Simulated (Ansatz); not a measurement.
## TePb: do energies and stresses tell the same story?

The calculation used DFT PBE, scalar-relativistic, plane waves, PAW (Ansatz 0.2.0).

Settings: cutoff 420 eV, Γ-centred mesh 8×8×8 on the computed 2-atom cell, Gaussian smearing of 0.02 eV; no spin polarisation.

Relaxed cell: Fm-3m, a = 6.572 Å, b = 6.572 Å, c = 6.572 Å, α = 90.00°, β = 90.00°, γ = 90.00°, 2 atoms in the primitive cell.

Energies at zero smearing and pressures from the stress tensor, at volumes with shape and atoms relaxed:
```tsv
V (Å³/atom)	E − E(first) (meV/atom)	P (GPa)
33.354	0.00	2.69
34.419	-12.80	1.21
35.483	-16.54	-0.05
36.548	-12.61	-1.11
37.612	-2.21	-2.00
```

Problem. Check P = −dE/dV between neighbouring volumes, and get the bulk modulus from the pressures alone.

Solution. With 1 eV/Å³ = 160.2 GPa:
```json
{"middle V (Å³/atom)": "33.886", "−ΔE/ΔV (GPa)": "1.926", "mean P (GPa)": "1.946"}
{"middle V (Å³/atom)": "34.951", "−ΔE/ΔV (GPa)": "0.563", "mean P (GPa)": "0.580"}
{"middle V (Å³/atom)": "36.015", "−ΔE/ΔV (GPa)": "-0.590", "mean P (GPa)": "-0.576"}
{"middle V (Å³/atom)": "37.080", "−ΔE/ΔV (GPa)": "-1.566", "mean P (GPa)": "-1.555"}
```

The two differ by 0.02 GPa at most. The mean of two end pressures misses the average over a step by about ΔV² P″/12, up to 0.02 GPa here; with that taken off 0.00 GPa remains. Around V = 35.483 Å³/atom, the two neighbours give B = −V ΔP/ΔV = 35.483 × 2.31 / 2.129 = 38.5 GPa, against B0 = 38.6 GPa from the Birch–Murnaghan fit of the energies.

Spin–orbit coupling is left out, which can shift energies with elements as heavy as these.